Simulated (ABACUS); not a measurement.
# GaAs (F-43m) in ABACUS: settings compared, part 2 of 2

ABACUS 3.10.1.

**5. Relaxation of cell and atoms, PBEsol**

run_abacus.py

```python
"""ABACUS run from a structure file: ASE reads it, the script writes STRU, KPT and INPUT."""
import re
import subprocess
import spglib
from ase import Atoms
from ase.io import read
from ase.units import Bohr

atoms = read("GaAs.cif")
cell, frac, numbers = spglib.standardize_cell((atoms.cell[:], atoms.get_scaled_positions(), atoms.numbers), to_primitive=True, symprec=1e-4)
atoms = Atoms(numbers=numbers, cell=cell, scaled_positions=frac, pbc=True)  # the primitive cell
atoms = atoms[(-atoms.numbers).argsort(kind="stable")]  # ABACUS lists atoms element by element
pseudo = {'As': 'As.upf', 'Ga': 'Ga.upf'}
orbital = {'As': 'As_confined-atom_7au_3s3p2d.orb', 'Ga': 'Ga_confined-atom_8au_3s3p2d.orb'}
magmoms = None
kmesh = [7, 7, 7]
params = {
    'suffix': 'GaAs',
    'calculation': 'cell-relax',
    'basis_type': 'lcao',
    'pseudo_dir': './',
    'orbital_dir': './',
    'symmetry': 1,
    'dft_functional': 'pbesol',
    'ecutwfc': 114,
    'pseudo_rcut': 10,
    'nspin': 1,
    'nbands': 27,
    'ks_solver': 'genelpa',
    'smearing_method': 'fd',
    'smearing_sigma': 0.00367493,
    'scf_thr': 1e-07,
    'scf_nmax': 100,
    'mixing_type': 'broyden',
    'mixing_beta': 0.7,
    'cal_force': 1,
    'cal_stress': 1,
    'out_mul': 1,
    'relax_nmax': 60,
    'force_thr_ev': 0.02,
    'relax_method': 'cg',
    'out_stru': 1,
    'stress_thr': 0.2,
}

symbols = atoms.get_chemical_symbols()
elements = list(dict.fromkeys(symbols))
lines = ["ATOMIC_SPECIES"] + [f"{e} {atoms.get_masses()[symbols.index(e)]:.4f} {pseudo[e]}" for e in elements]
if orbital:
    lines += ["", "NUMERICAL_ORBITAL"] + [orbital[e] for e in elements]
lines += ["", "LATTICE_CONSTANT", f"{1 / Bohr:.10f}", "", "LATTICE_VECTORS"]
lines += [" ".join(f"{x:.10f}" for x in v) for v in atoms.cell]
lines += ["", "ATOMIC_POSITIONS", "Direct"]
for e in elements:
    lines += ["", e, "0.0", str(symbols.count(e))]
    for i, p in enumerate(atoms.get_scaled_positions(wrap=False)):
        if symbols[i] == e:
            mag = "" if magmoms is None else " mag " + " ".join(str(x) for x in (magmoms[i] if isinstance(magmoms[i], list) else [magmoms[i]]))
            lines.append(" ".join(f"{x:.10f}" for x in p) + " 1 1 1" + mag)
open("STRU", "w").write("\n".join(lines) + "\n")
open("KPT", "w").write("K_POINTS\n0\nGamma\n%d %d %d 0 0 0\n" % tuple(kmesh))
open("INPUT", "w").write("INPUT_PARAMETERS\n" + "".join(f"{k:<20s}{v}\n" for k, v in params.items()))

done = subprocess.run(['mpirun', '-np', '4', 'abacus'])
if done.returncode:
    raise SystemExit(done.returncode)
log = open("OUT.GaAs/running_cell-relax.log").read()
print("final energy (eV):", re.findall(r"FINAL_ETOT_IS (\S+)", log))
```

GaAs.cif

```cif
data_GaAs
_cell_length_a 5.65370000
_cell_length_b 5.65370000
_cell_length_c 5.65370000
_cell_angle_alpha 90.00000000
_cell_angle_beta 90.00000000
_cell_angle_gamma 90.00000000
_space_group_name_H-M_alt 'F-43m'
_space_group_name_Hall 'F -4 2 3'
_space_group_IT_number 216
loop_
_space_group_symop_operation_xyz
'x,y,z'
'y,-x,-z'
'-x,-y,z'
'-y,x,-z'
'x,-y,-z'
'y,x,z'
'-x,y,-z'
'-y,-x,z'
'z,x,y'
'-z,y,-x'
'z,-x,-y'
'-z,-y,x'
'-z,x,-y'
'z,y,x'
'-z,-x,y'
'z,-y,-x'
'y,z,x'
'-x,-z,y'
'-y,z,-x'
'x,-z,-y'
'-y,-z,x'
'x,z,y'
'y,-z,-x'
'-x,z,-y'
'x,y+1/2,z+1/2'
'y,-x+1/2,-z+1/2'
'-x,-y+1/2,z+1/2'
'-y,x+1/2,-z+1/2'
'x,-y+1/2,-z+1/2'
'y,x+1/2,z+1/2'
'-x,y+1/2,-z+1/2'
'-y,-x+1/2,z+1/2'
'z,x+1/2,y+1/2'
'-z,y+1/2,-x+1/2'
'z,-x+1/2,-y+1/2'
'-z,-y+1/2,x+1/2'
'-z,x+1/2,-y+1/2'
'z,y+1/2,x+1/2'
'-z,-x+1/2,y+1/2'
'z,-y+1/2,-x+1/2'
'y,z+1/2,x+1/2'
'-x,-z+1/2,y+1/2'
'-y,z+1/2,-x+1/2'
'x,-z+1/2,-y+1/2'
'-y,-z+1/2,x+1/2'
'x,z+1/2,y+1/2'
'y,-z+1/2,-x+1/2'
'-x,z+1/2,-y+1/2'
'x+1/2,y,z+1/2'
'y+1/2,-x,-z+1/2'
'-x+1/2,-y,z+1/2'
'-y+1/2,x,-z+1/2'
'x+1/2,-y,-z+1/2'
'y+1/2,x,z+1/2'
'-x+1/2,y,-z+1/2'
'-y+1/2,-x,z+1/2'
'z+1/2,x,y+1/2'
'-z+1/2,y,-x+1/2'
'z+1/2,-x,-y+1/2'
'-z+1/2,-y,x+1/2'
'-z+1/2,x,-y+1/2'
'z+1/2,y,x+1/2'
'-z+1/2,-x,y+1/2'
'z+1/2,-y,-x+1/2'
'y+1/2,z,x+1/2'
'-x+1/2,-z,y+1/2'
'-y+1/2,z,-x+1/2'
'x+1/2,-z,-y+1/2'
'-y+1/2,-z,x+1/2'
'x+1/2,z,y+1/2'
'y+1/2,-z,-x+1/2'
'-x+1/2,z,-y+1/2'
'x+1/2,y+1/2,z'
'y+1/2,-x+1/2,-z'
'-x+1/2,-y+1/2,z'
'-y+1/2,x+1/2,-z'
'x+1/2,-y+1/2,-z'
'y+1/2,x+1/2,z'
'-x+1/2,y+1/2,-z'
'-y+1/2,-x+1/2,z'
'z+1/2,x+1/2,y'
'-z+1/2,y+1/2,-x'
'z+1/2,-x+1/2,-y'
'-z+1/2,-y+1/2,x'
'-z+1/2,x+1/2,-y'
'z+1/2,y+1/2,x'
'-z+1/2,-x+1/2,y'
'z+1/2,-y+1/2,-x'
'y+1/2,z+1/2,x'
'-x+1/2,-z+1/2,y'
'-y+1/2,z+1/2,-x'
'x+1/2,-z+1/2,-y'
'-y+1/2,-z+1/2,x'
'x+1/2,z+1/2,y'
'y+1/2,-z+1/2,-x'
'-x+1/2,z+1/2,-y'
loop_
_atom_site_label
_atom_site_type_symbol
_atom_site_symmetry_multiplicity
_atom_site_Wyckoff_symbol
_atom_site_fract_x
_atom_site_fract_y
_atom_site_fract_z
_atom_site_occupancy
As1 As 4 c 0.2500000000 0.2500000000 0.2500000000 1
Ga1 Ga 4 a 0.0000000000 0.0000000000 0.0000000000 1
```

Command:

```
> OMP_NUM_THREADS=1 python run_abacus.py > log
```

It took 43 s on 4 MPI ranks of Intel Xeon Platinum 8259CL at 2.50GHz (Skylake/Cascade Lake), shared host; peak memory 0.6 GiB.

Results (log left out):

```yaml
Free_energy: -15049.2997 eV
Relaxed_volume: 22.96 Å³/atom
Relaxed_cell: a = 4.019 Å, b = 4.019 Å, c = 4.019 Å, α = 60.00°, β = 60.00°, γ = 60.00°
Space_group_after_relaxing_to_0.05_Å: F-43m (No. 216)
Energy_gained_by_relaxing: 1.0 meV/atom
Ionic_steps: 5
Pressure_after_relaxing: 0.0 GPa
Mulliken_charges: As +0.32; Ga -0.32 e
```

Step by step:
```
step  energy change (eV)  largest force (eV/Å)  pressure (GPa)  volume (Å³)
   1              0.0000                0.0000            1.17        45.18
   2             -0.0007                0.0000           -0.58        46.31
   3             -0.0023                0.0000            0.26        45.75
   4             -0.0022                0.0000            0.18        45.80
   5             -0.0021                0.0000            0.00        45.92
```

Final structure:
```
CELL_PARAMETERS angstrom
0.00000 2.84214 2.84214
2.84214 0.00000 2.84214
2.84214 2.84214 0.00000
ATOMIC_POSITIONS crystal
As 0.25000 0.25000 0.25000
Ga 0.00000 0.00000 0.00000
```

Caveat: the atomic orbitals were generated for these runs and aren't a published set; Mulliken charges move with the basis; the potentials were made for another functional, which shifts forces and pressure; the basis of atomic orbitals isn't converged, which shifts pressures, moduli and gaps.

**6. Single point, TPSS**

run_abacus.py

```python
"""ABACUS run from a structure file: ASE reads it, the script writes STRU, KPT and INPUT."""
import re
import subprocess
from ase.io import read
from ase.units import Bohr

atoms = read("GaAs.xyz")
atoms = atoms[(-atoms.numbers).argsort(kind="stable")]  # ABACUS lists atoms element by element
pseudo = {'As': 'As_ONCV_PBE-1.2.upf', 'Ga': 'Ga_ONCV_PBE-1.2.upf'}
orbital = {}
magmoms = None
kmesh = [5, 5, 5]
params = {
    'suffix': 'GaAs',
    'calculation': 'scf',
    'basis_type': 'pw',
    'pseudo_dir': './',
    'symmetry': 1,
    'dft_functional': 'MGGA_X_TPSS+MGGA_C_TPSS',
    'ecutwfc': 97,
    'pseudo_rcut': 10,
    'nspin': 1,
    'nbands': 19,
    'ks_solver': 'dav',
    'smearing_method': 'fd',
    'smearing_sigma': 0.00367493,
    'scf_thr': 1e-08,
    'scf_nmax': 100,
    'mixing_type': 'broyden',
    'mixing_beta': 0.7,
    'cal_force': 1,
    'cal_stress': 1,
    'mixing_tau': 1,
    'out_chg': 1,
    'kpar': 4,
}

symbols = atoms.get_chemical_symbols()
elements = list(dict.fromkeys(symbols))
lines = ["ATOMIC_SPECIES"] + [f"{e} {atoms.get_masses()[symbols.index(e)]:.4f} {pseudo[e]}" for e in elements]
if orbital:
    lines += ["", "NUMERICAL_ORBITAL"] + [orbital[e] for e in elements]
lines += ["", "LATTICE_CONSTANT", f"{1 / Bohr:.10f}", "", "LATTICE_VECTORS"]
lines += [" ".join(f"{x:.10f}" for x in v) for v in atoms.cell]
lines += ["", "ATOMIC_POSITIONS", "Direct"]
for e in elements:
    lines += ["", e, "0.0", str(symbols.count(e))]
    for i, p in enumerate(atoms.get_scaled_positions(wrap=False)):
        if symbols[i] == e:
            mag = "" if magmoms is None else " mag " + " ".join(str(x) for x in (magmoms[i] if isinstance(magmoms[i], list) else [magmoms[i]]))
            lines.append(" ".join(f"{x:.10f}" for x in p) + " 1 1 1" + mag)
open("STRU", "w").write("\n".join(lines) + "\n")
open("KPT", "w").write("K_POINTS\n0\nGamma\n%d %d %d 0 0 0\n" % tuple(kmesh))
open("INPUT", "w").write("INPUT_PARAMETERS\n" + "".join(f"{k:<20s}{v}\n" for k, v in params.items()))

done = subprocess.run(['mpirun', '-np', '4', 'abacus'])
if done.returncode:
    raise SystemExit(done.returncode)
log = open("OUT.GaAs/running_scf.log").read()
print("final energy (eV):", re.findall(r"FINAL_ETOT_IS (\S+)", log))
```

GaAs.xyz

```xyz
2
Lattice="0.0000000000 2.8268500000 2.8268500000 2.8268500000 0.0000000000 2.8268500000 2.8268500000 2.8268500000 0.0000000000" Properties=species:S:1:pos:R:3 pbc="T T T"
As     4.2402750000      4.2402750000      4.2402750000
Ga     0.0000000000      0.0000000000      0.0000000000
```

Potentials or basis: SG15 ONCV 1.2 PBE, plane waves.

Command:

```
> OMP_NUM_THREADS=1 python run_abacus.py > log
```

Wall time 28 s (4 MPI ranks of Intel Xeon Platinum 8259CL at 2.50GHz (Skylake/Cascade Lake), shared host); peak memory 0.48 GiB.

The run converged. Its results:

```yaml
Free_energy: -1955.3445 eV
Pressure: 2.4 GPa
Band_gap_on_the_k_mesh: 0.65 eV, direct
```

Levels at points of the mesh, in eV from the valence-band top:
| k point | band 7 | band 8 | band 9 | band 10 | band 11 | band 12 |
| --- | --- | --- | --- | --- | --- | --- |
| (0.00, 0.00, 0.00) | 0.00 | 0.00 | 0.00 | 0.65 | 3.84 | 3.84 |

Caveat: the potentials were made for another functional, which shifts forces and pressure.

**7. Overview**

```tsv
task	level	potentials or basis	cell	k mesh	cutoff (eV)	SCF threshold on the density	eigensolver	max steps of the relaxation	force threshold	optimiser	gap on the mesh (eV)	pressure (GPa)	relaxed volume (Å³/atom)
single point	PBE	PseudoDojo NC SR 0.5 PBE stringent, TZDP LCAO (the cutoffs set its grid)	as given	7 × 7 × 7	1551	1e-07	scalapack_gvx	-	-	-	0.52	3.6	-
relaxation of cell and atoms	PBE	PseudoDojo NC SR 0.5 PBE stringent, TZDP LCAO (the cutoffs set its grid)	relaxed	7 × 7 × 7	1551	1e-07	genelpa	60	0.01 eV/Å	cg	-	0.1	23.81
single point	PBEsol	PseudoDojo NC SR 0.5 PBE stringent, DZP LCAO (the cutoffs set its grid)	as given	7 × 7 × 7	1551	1e-07	genelpa	-	-	-	0.46	1.2	-
relaxation of cell and atoms	PBEsol	PseudoDojo NC SR 0.5 PBE stringent, DZP LCAO (the cutoffs set its grid)	relaxed	7 × 7 × 7	1551	1e-07	genelpa	60	0.02 eV/Å	cg	-	0.0	22.96
single point	TPSS	SG15 ONCV 1.2 PBE, plane waves	as given	5 × 5 × 5	1320	1e-08	dav	-	-	-	0.65	2.4	-
```

Alike in all rows: no spin polarisation; smearing fermi-dirac 0.05 eV.

Caveats: the atomic orbitals were generated for these runs and aren't a published set (some runs); the basis of atomic orbitals isn't converged, which shifts pressures, moduli and gaps (some runs); the potentials were made for another functional, which shifts forces and pressure (some runs).

Absolute energies hang on the potentials; compare differences alone.

**8. How close it comes**

Step 2. Measured gap of GaAs: 1.418 eV (direct; 300 K; “Evidence of valence band perturbations in GaAsN/GaAs(001): A combined variable-angle spectroscopic ellipsometry and modulated photoreflectance investigation”, 2008, arxiv:0805.2212). This calculation gives 0.52 eV (-0.90 eV). 3 values of this kind are on record (1.412 to 1.51 eV); this one was drawn at random among those near their median, those with a stated uncertainty first. Spin-orbit coupling on As, Ga is left out. The value is that of PBE in an atomic basis (PseudoDojo NC SR 0.5 PBE stringent, TZDP LCAO (the cutoffs set its grid)), whose error adds to the functional's,, without temperature or zero-point motion. Semilocal functionals fall short of measured gaps as a rule.

Step 4. A measured gap of GaAs is 1.412 eV (direct; 300 K; “Evidence of valence band perturbations in GaAsN/GaAs(001): A combined variable-angle spectroscopic ellipsometry and modulated photoreflectance investigation”, 2008, arxiv:0805.2212); the calculated 0.46 eV misses it by -0.95 eV. 3 values of this kind are on record (1.412 to 1.51 eV); this one was drawn at random among those near their median, those with a stated uncertainty first. Spin-orbit coupling on As, Ga is left out. The value is that of PBEsol in an atomic basis (PseudoDojo NC SR 0.5 PBE stringent, DZP LCAO (the cutoffs set its grid)), whose error adds to the functional's,, without temperature or zero-point motion. Semilocal functionals fall short of measured gaps as a rule.

Step 6. Against the measured gap of GaAs, 1.412 eV (direct; 300 K; “Evidence of valence band perturbations in GaAsN/GaAs(001): A combined variable-angle spectroscopic ellipsometry and modulated photoreflectance investigation”, 2008, arxiv:0805.2212), the calculated 0.65 eV is off by -0.76 eV. 3 values of this kind are on record (1.412 to 1.51 eV); this one was drawn at random among those near their median, those with a stated uncertainty first. Spin-orbit coupling on As, Ga is left out. The value is that of TPSS, without temperature or zero-point motion.
